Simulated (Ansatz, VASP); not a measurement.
Two plane-wave programs on Ca

Contents of INCAR:

```
SYSTEM = Ca
  ALGO = Normal
  EDIFF = 1E-6
  EDIFFG = -0.002
  ENCUT = 600
  IBRION = 2
  ISIF = 3
  ISMEAR = -1
  LASPH = .TRUE.
  LCHARG = .FALSE.
  LREAL = .FALSE.
  LWAVE = .FALSE.
  NELM = 100
  NSW = 100
  PREC = Accurate
  SIGMA = 0.1
```

Contents of KPOINTS:

```
k-points
0
G
  10 10 6
  0 0 0
```

POSCAR

```
Ca
1.0
    3.9800000000      0.0000000000      0.0000000000
   -1.9900000000      3.4467811071      0.0000000000
    0.0000000000      0.0000000000      6.5200000000
Ca
2
Direct
    0.3333333333      0.6666666667      0.2500000000
    0.6666666667      0.3333333333      0.7500000000
```

Input for Ansatz:

```yaml
crystal:
  lattice:
    - [3.98000000002, 0.0, 0.0]
    - [-1.99000000001, 3.44678110708, 0.0]
    - [0.0, 0.0, 6.52]
  atoms:
    - { symbol: Ca, position: [0.333333333333, 0.666666666667, 0.25] }
    - { symbol: Ca, position: [0.666666666667, 0.333333333333, 0.75] }
kpoints:
  mp_grid: { grid: [10, 10, 6] }
scf:
  occupations: { method: fermi_dirac, width: 0.1 }
hamiltonian:
  xc: lda
  pseudopotentials: { kind: paw }
relax:
  f_tol: 0.002
  max_steps: 80
  cell: {}
output:
  forces: true
  stress: true
```

Alike in both runs: task relaxation of cell and atoms; functional LDA; k mesh 10 × 10 × 6; occupations fermi-dirac, width 0.1 eV; no spin polarisation.

```csv
,VASP,Ansatz
version,VASP 6.6.1,Ansatz 0.2.0
potentials or method,"VASP PAW LDA potentials, release 64 (Ca_sv)","PAW with Ansatz's default frozen-core files, scalar-relativistic"
plane-wave cutoff (eV),600,420
valence electrons in the cell,20,20
```

Ansatz gave:

```
relaxed volume (Å³/atom)                                     : 38.37
relaxed cell length with the largest relative difference (Å) : 6.220
energy change over the relaxation (meV/atom)                 : -52
```

Problem. What did VASP give for the same quantities?

Solution. Relaxed volume (Å³/atom): 38.37; relaxed cell length with the largest relative difference (Å): 6.223; energy change over the relaxation (meV/atom): -51.

LDA usually gives volumes a few per cent too small. Zero-point motion and thermal expansion aren't in these numbers.
